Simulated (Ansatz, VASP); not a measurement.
## Two plane-wave programs on GaP

The input INCAR:

```
SYSTEM = GaP
PREC = Accurate ; ENCUT = 520
EDIFF = 1E-6 ; ISMEAR = 0
SIGMA = 0.018000000000000002 ; LREAL = .FALSE.
LASPH = .TRUE. ; NELM = 60
ALGO = Normal ; ISIF = 2
LWAVE = .FALSE. ; LCHARG = .FALSE.
GGA = PE
```

KPOINTS

```
Automatic mesh
0
G
  8 8 8
  0 0 0
```

File POSCAR:

```
GaP
1.0
    0.0000000000      2.7252500000      2.7252500000
    2.7252500000      0.0000000000      2.7252500000
    2.7252500000      2.7252500000      0.0000000000
Ga P
1 1
Direct
    0.0000000000      0.0000000000      0.0000000000
    0.7500000000      0.7500000000      0.7500000000
```

input.yaml

```yaml
crystal:
  lattice:
    - [0.0, 2.72525, 2.72525]
    - [2.72525, 0.0, 2.72525]
    - [2.72525, 2.72525, 0.0]
  atoms:
    - { symbol: Ga, position: [0.0, 0.0, 0.0] }
    - { symbol: P, position: [0.75, 0.75, 0.75] }
hamiltonian:
  xc: pbe
  pseudopotentials: { kind: paw }
kpoints:
  mp_grid: { grid: [8, 8, 8] }
scf:
  occupations: { method: gaussian, width: 0.018 }
output:
  forces: true
  stress: true
  eigenvalues: true
```

Alike in both runs: task single point; functional PBE; k mesh 8 × 8 × 8; occupations gaussian, width 0.018 eV; no spin polarisation.

|  | VASP | Ansatz |
| --- | --- | --- |
| version | VASP 6.6.1 | Ansatz 0.2.0 |
| potentials or method | VASP PAW PBE potentials, release 64 (Ga_d, P) | Ansatz PAW |
| plane-wave cutoff (eV) | 520 | 420 |
| valence electrons in the cell | 18 | 18 |

VASP gave:

| Item | Value |
| --- | --- |
| gap on the k mesh at the Fermi level (eV) | 1.64 |
| least direct gap on the mesh (eV) | 1.83 |
| pressure (GPa) | 2.4 |

Question: What did Ansatz give for the same quantities?

Answer: gap on the k mesh at the Fermi level (eV): 1.64; least direct gap on the mesh (eV): 1.83; pressure (GPa): 2.5.

A k mesh can miss the band edges. As with any semilocal functional, this PBE gap is likely too small.
